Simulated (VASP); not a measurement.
A run of VASP 6.6.1 is set up as follows.

INCAR

```
PREC = Accurate ; ENCUT = 900
EDIFF = 1E-7 ; ISMEAR = -1
SIGMA = 0.05 ; LREAL = False
LASPH = True ; NELM = 150
ALGO = Normal ; ISIF = 3
LWAVE = False ; LCHARG = False
ISPIN = 2 ; MAGMOM = 1 0
LORBIT = 11 ; LMAXMIX = 4
GGA = PE ; IBRION = 2
NSW = 40 ; EDIFFG = -0.01
```

The input KPOINTS:

```
regular mesh
0
Gamma
  8 8 8
```

Contents of POSCAR:

```
NiO
1.0
    0.0000000000      2.0913095100      2.0913095100
    2.0913095100      0.0000000000      2.0913095100
    2.0913095100      2.0913095100      0.0000000000
Ni O
1 1
Direct
    0.0000000000      0.0000000000      0.0000000000
    0.5000000000      0.5000000000      0.5000000000
```

Potentials or basis: VASP PAW PBE potentials, release 64 (Ni, O_s).

The run is started by

```bash
$ cat potpaw_PBE.64/Ni/POTCAR potpaw_PBE.64/O_s/POTCAR > POTCAR
$ mpirun -np 1 vasp_std > vasp.out
```

Question: What does it give for the space group after relaxing (to 0.05 Å)?

Answer: Fm-3m (No. 225).

Question: Predict the relaxed cell.

Answer: a = 2.984 Å, b = 2.984 Å, c = 2.984 Å, α = 60.00°, β = 60.00°, γ = 60.00°.

Step by step:
| step | energy change (eV) | largest force (eV/Å) | pressure (GPa) | volume (Å³) |
| --- | --- | --- | --- | --- |
| 1 | 0.0000 | 0.0000 | 5.05 | 18.29 |
| 2 | -0.0052 | 0.0000 | -2.64 | 19.07 |
| 3 | -0.0076 | 0.0000 | 0.00 | 18.78 |

Caveat: a cell with one magnetic atom can't hold antiferromagnetic order, which such compounds often take. PBE usually gives volumes a little too large and moduli too small.
